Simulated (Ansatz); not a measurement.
An Ansatz input:

```yaml
crystal:
  lattice:
    - [-1.5047342732, 1.8309455188, 1.3421377108]
    - [1.8309455188, -1.5047342732, 1.3421377108]
    - [3.059040672, 3.059040672, -0.744681217]
  atoms:
    - { symbol: Rh, position: [0.04167314, 0.95832686, 1.0], spin: 1.0 }
    - { symbol: Rh, position: [0.70832686, 0.29167314, 0.5], spin: 1.0 }
hamiltonian:
  xc: pbe
  pseudopotentials:
    kind: paw
    azcp:
      Rh: "pseudopotentials/Rh.paw.azcp"
basis:
  ecutwfc: 420
  fft_grid_basis: typed
kpoints:
  mp_grid: { grid: [22, 22, 12], shift: [0, 0, 0] }
magnetization:
  spin_polarized: true
scf:
  occupations: { method: fermi_dirac, width: 0.05 }
```

Output

```
Engine: ansatz 0.2.0, aarch64-unknown-linux-gnu
Pseudopotentials: kind: paw
Pseudopotential: Rh, paw, valence charge 17, recommended cutoff 420 eV (normal) 
Functional definition: PBE
  parameter kappa = 0.804
  parameter beta = 0.06672455060314922
  exchange = pbe_x(kappa = kappa, mu = beta*pi^2/3)
  correlation = pbe_c(beta = beta)
Crystal: 2 atoms, lattice volume = 28.201 Å³
Basis set: ecut = 420 eV, 549 PW (Γ)
Bands: 22, of which v1, the nominal top of the filled ones, is band 17 counted from 1 (16 counted from 0)
Symmetry: 4 space group operations
Space group: C2/c (ITA 15), of the structure as read, at distance tolerance 3.0e-5 Å
Magnetic group: BNS 15.85 (UNI 92), of the structure as read, at distance tolerance 3.0e-5 Å
k-points: 1531 of 5808
Non-local potential: Rh, projectors of the file, l = 0: 3, l = 1: 2, l = 2: 2, l = 3: 1
PAW form: soft (Blöchl's): semilocal exchange-correlation on the pseudo side does not see the compensation charge
PAW one-centre angular grid: Rh, 590 points (default); XC on 64 Gauss nodes
Initial density: superposition of atomic densities (chi_scale 0.1, normalization cell)
Starting moments: Σ|m| = 2 μB on 2 of 2 sites
Initial wavefunctions: pseudopotential atomic-orbital guess
Functional: x = pbe(κ = 0.804, μ = 0.2195149727645171), c = pbe(β = 0.06672455060314922)
SCF iter   1: F=—  HF=-12807.162111 eV  |F-HF|=—  |Δ(HF+E_count)|=         —  Δρ=9.23e-2 (↑9.23e-2 ↓3.43e-2)  dr2=3.02e0  dr2_m=5.51e-1  M=0.359 μB ∫|m|=0.359 μB  β_m=0.30  ethr=3.10e-3  ⟨swp⟩=4.7  Hψ=262091  notcnv=0
Mixer restart at iter 1: flushing history
SCF iter   2: F=—  HF=-12806.217403 eV  |F-HF|=—  |Δ(HF+E_count)|=   9.45e-1  Δρ=6.25e-2 (↑6.25e-2 ↓2.41e-2)  dr2=1.24e0  dr2_m=2.93e-1  M=0.308 μB ∫|m|=0.308 μB  β_m=0.58  ethr=3.10e-3  ⟨swp⟩=2.2  Hψ=109143  notcnv=0
SCF iter   3: F=—  HF=-12805.720123 eV  |F-HF|=—  |Δ(HF+E_count)|=   4.97e-1  Δρ=1.02e-2 (↑9.42e-3 ↓1.02e-2)  dr2=9.29e-3  dr2_m=1.91e-2  M=0.110 μB ∫|m|=0.115 μB  β_m=0.79  ethr=3.10e-3  ⟨swp⟩=2.0  Hψ=109632  notcnv=0
SCF iter   4: F=—  HF=-12805.717060 eV  |F-HF|=—  |Δ(HF+E_count)|=   3.06e-3  Δρ=2.21e-3 (↑2.21e-3 ↓1.19e-3)  dr2=1.86e-3  dr2_m=1.34e-4  M=0.013 μB ∫|m|=0.018 μB  β_m=0.79  ethr=2.73e-5  ⟨swp⟩=2.0  Hψ=158867  notcnv=0
SCF iter   5: F=—  HF=-12805.715892 eV  |F-HF|=—  |Δ(HF+E_count)|=   1.17e-3  Δρ=7.46e-4 (↑2.31e-4 ↓7.46e-4)  dr2=9.03e-5  dr2_m=5.55e-5  M=0.007 μB ∫|m|=0.010 μB  β_m=0.90  ethr=5.47e-6  ⟨swp⟩=2.0  Hψ=109381  notcnv=0
SCF iter   6: F=—  HF=-12805.715895 eV  |F-HF|=—  |Δ(HF+E_count)|=   3.03e-6  Δρ=2.28e-4 (↑2.28e-4 ↓1.55e-4)  dr2=3.45e-5  dr2_m=4.07e-7  M=0.001 μB ∫|m|=0.001 μB  β_m=0.82  ethr=2.66e-7  ⟨swp⟩=2.0  Hψ=113644  notcnv=0
SCF iter   7: F=—  HF=-12805.715882 eV  |F-HF|=—  |Δ(HF+E_count)|=   1.25e-5  Δρ=7.18e-5 (↑7.18e-5 ↓3.21e-5)  dr2=2.55e-6  dr2_m=1.24e-7  M=0.000 μB ∫|m|=0.001 μB  β_m=0.91  ethr=1.02e-7  ⟨swp⟩=2.4  Hψ=103070  notcnv=0
SCF iter   8: F=—  HF=-12805.715881 eV  |F-HF|=—  |Δ(HF+E_count)|=   1.02e-6  Δρ=1.23e-5 (↑1.23e-5 ↓3.34e-6)  dr2=5.05e-8  dr2_m=7.41e-9  M=0.000 μB ∫|m|=0.000 μB  β_m=0.92  ethr=7.50e-9  ⟨swp⟩=2.3  Hψ=107206  notcnv=0
SCF iter   9: F=—  HF=-12805.715881 eV  |F-HF|=—  |Δ(HF+E_count)|=   1.78e-8  Δρ=1.27e-6 (↑1.27e-6 ↓4.03e-7)  dr2=5.62e-10  dr2_m=8.27e-11  M=0.000 μB ∫|m|=0.000 μB  β_m=0.90  ethr=1.49e-10  ⟨swp⟩=2.5  Hψ=119388  notcnv=0
SCF iter  10: F=-12805.715881 eV  HF=-12805.715881 eV  |F-HF|=3.64e-12  |Δ(HF+E_count)|=  1.73e-10  Δρ=1.82e-7 (↑8.28e-8 ↓1.82e-7)  dr2=8.26e-12  dr2_m=2.47e-12  M=0.000 μB ∫|m|=0.000 μB  ethr=1.65e-12  ⟨swp⟩=1.0  Hψ=195207  notcnv=0
SCF 1 converged in 10 iterations: F = -12805.715881 eV  dr2 = 8.26e-12
WARN: the starting moments were not kept: the SCF closed with an absolute magnetisation of 4.4e-6 μB, where they sum to 2 μB in size (2 sites). That is at most 0.1 of that sum. Measured as dr2_m measures the in/out step, that magnetisation stands 6.2e-12 eV from none, at or under the dr2_threshold of 1.0e-7 eV: it is no larger than a step whose dr2_m would equal this threshold. The system may hold no moment; this SCF shows only that its start led to no more than that. To try another start: raise the starting moments (crystal.atoms[].spin, magnetization.per_species, magnetization.initial_magnetization, or on a non-collinear deck that types none of these the spinor_matrix: blocks that start its atoms; where the total moment is fixed, keep their sum and leave initial_magnetization as it is; typed ones take the place of any that the run laid by itself, positive ones on a crystal's lanthanoids without a Hubbard term where scf.initial_density.shell_occupations: [] is typed) or, if the notice of its spin-set hold's release reads "site moments contracting" or "site moments show no strong build", lengthen the hold (scf.mixing.spin_hold: { on: { confirm: 4 } }; for m-r²SCAN on two components see the key's manual first). Each may lead to a state that holds a moment. A second SCF, from the converged charge density, with the starting moments and any scf.initial_density.shell_occupations laid on it anew, would have followed, and was not run: the deck does not ask for one (magnetization.retry_lost_moments is false, the default). To let it run, set magnetization.retry_lost_moments: true and run the deck again, where that key's refused combinations let it; where memory then withholds it, that run's warning says so.
SCF converged after 10 iterations
Magnetization: 0.0000 μB (17.0000 up, 17.0000 down)
Absolute magnetization: 0.0000 μB (∫|ρ↑−ρ↓|, with the PAW one-centre terms)
Spin contamination: 0.0000 ħ² per cell (⟨S²⟩ above its minimum at these occupations)
Per-site moments (μB) at R_I (Å): [(2.0408455336113667e-6, 1.113637624375543), (2.040845533453795e-6, 1.113637624375543)]
Free energy (F): -12805.715881 eV
Harris-Foulkes:  -12805.715881 eV  (|F-HF|=3.64e-12)
Internal energy: -12805.688193 eV  (E = F + TS)
E sigma→0 (E₀):  -12805.702037 eV
Entropy (-TS):   -0.027688 eV (-13.844 meV/atom)
Fermi energy:    21.778022 eV
--- Per-component energies (eV) ---
  E_band       = -190.922906
  E_kinetic    = 1145.637199
  E_local      = -3189.949504  (includes V_loc(G=0)·N_el)
  E_nonlocal   = 709.292477
  E_hartree    = 1121.433963
  E_xc         = -443.425119
  E_vxc        = -556.630997  (∫ρ·V_xc dr)
  E_paw        = -7173.794316  (= ΣΔE_a)
  E_vpaw       = -542.141574  (= ΣTr[D̂ρ^β])
  E_aug_tail   = 0.001734  (compensation charges beyond the density's cutoff)
  E_ewald      = -4974.884628
  E_smearing   = -0.027688  (= −TS)
  E_closure    = 0.000000  (closes the sum)
  Σ components = -12805.715881   (vs F -12805.715881, Δ=0.00e0)
```
